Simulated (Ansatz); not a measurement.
Compressing TaN: a fit and a missing row

TaN, Fm-3m, a = 4.376 Å. This isn't the usual stable structure of the compound. Ansatz: PBEsol, PAW, 420 eV, Γ-centred 16×16×16 mesh on 2 atoms, Gaussian smearing 0.10 eV; no spin polarisation. Symmetry fixes shape and atoms, so the cell is only scaled; pressure is positive in compression.

| V (Å³/atom) | P (GPa) |
| --- | --- |
| 9.844 | ? |
| 10.158 | 11.66 |
| 10.472 | 0.03 |
| 10.787 | -9.85 |
| 11.101 | -18.24 |

**Question.** Take V0 = 10.472 Å³/atom, count pressures from its P0 = 0.03 GPa, fit the third-order Birch–Murnaghan form to the other rows, and predict the missing pressure.

**Answer.** With the Eulerian strain f = ½[(V0/V)^(2/3) − 1] and y = (P − P0)/[3f(1 + 2f)^(5/2)], the form is the line y = B0 + 1.5 B0 (B0′ − 4) f. Rows (f, y): 0.01025, 359.5; -0.00978, 353.8; -0.01907, 352.0. Means f = -0.006200, y = 355.10; Σ(Δf)² = 0.0004491, ΣΔfΔy = 0.1169; the slope is their ratio. y = 356.7 + 260.4 f GPa, so B0 = 356.7 GPa and B0′ = 4 + 2 × (260.4)/(3 × 356.7) = 4.49. At V = 9.844, f = 0.02105, y = 362.18 and P = 25.39 GPa. The run gave 25.35 GPa, so the fit is 0.04 GPa too high, a small miss on the scale of the series. The form still works here, 33 % of the fitted range beyond its end.

Spin–orbit coupling is left out, which can shift energies with elements as heavy as these.